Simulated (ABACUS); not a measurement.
CdSe (Cadmoselite) in ABACUS: the effect of functional

CdSe (Cadmoselite):

```
Cd Se
1.0
     4.27114    0.00000    0.00000
    -2.13557    3.69892    0.00000
     0.00000    0.00000    6.97288
Cd Se
2 2
Direct
  0.66667 0.33333 0.50000
  0.33333 0.66667 0.00000
  0.66667 0.33333 0.88500
  0.33333 0.66667 0.38500
```

The cell isn't the ideal one: volume scaled by 0.98.

Alike in all runs:

```yaml
Program: ABACUS 3.10.1
Task: equation of state
Potentials_or_basis: PseudoDojo NC SR 0.4.1 PBE standard
Cutoff: 1401 eV
Density_cutoff: 5606 eV
Basis: DZP LCAO (the cutoffs set its grid)
k_mesh: 5 × 5 × 3
Occupations: fermi-dirac, width 0.05 eV
Spin: no spin polarisation
```

| functional | gap on the mesh (eV) | pressure (GPa) | largest force (eV/Å) |
| --- | --- | --- | --- |
| LDA | 0.68 | -0.3 | 0.33 |
| PBEsol | 0.83 | 2.0 | 0.34 |
| PW91 | ? | ? | ? |
| AM05 | 0.90 | 2.5 | 0.33 |

**Question.** What does the run with functional PW91 give?

**Answer.** gap on the mesh 0.91 eV; pressure 4.7 GPa; largest force 0.36 eV/Å.

Caveats: the atomic orbitals were generated for these runs and aren't a published set; the potentials were made for another functional, which shifts forces and pressure; the basis of atomic orbitals isn't converged, which shifts pressures, moduli and gaps.

Runs at the PBE level aren't shown here.
